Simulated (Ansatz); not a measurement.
## GaAs: equation of state with r2SCAN+D3(BJ)

Crystal: GaAs.

```
CELL_PARAMETERS angstrom
0.00000 2.82685 2.82685
2.82685 0.00000 2.82685
2.82685 2.82685 0.00000
ATOMIC_POSITIONS crystal
As 0.75000 0.75000 0.75000
Ga 0.00000 0.00000 0.00000
```

| Quantity | Value |
| --- | --- |
| Program | Ansatz 0.2.0 |
| Task | equation of state |
| Functional | r2SCAN |
| Dispersion | D3(BJ) |
| Potentials or basis | Ansatz PAW |
| Cutoff | 500 eV |
| Density cutoff | 2000 eV |
| k mesh | 8 × 8 × 8 |
| Occupations | fermi-dirac, width 0.05 eV |
| Spin | no spin polarisation |

| Property | Result |
| --- | --- |
| Equilibrium volume | 22.41 Å³/atom |
| Bulk modulus | 75 GPa |
| Pressure derivative of the bulk modulus | 4.6 |

Energy against volume, from the lowest point:
```tsv
volume (Å³/atom)	energy (meV/atom)
21.234	15.80
21.686	5.58
22.138	0.50
22.590	0.00
23.041	3.60
23.493	10.86
23.945	21.39
```

All runs of the series together: 22 s on 2 threads of Arm Neoverse V1 (shared host).

Caveat: the PAW data sets were made with another functional, which shifts forces and pressure a little.
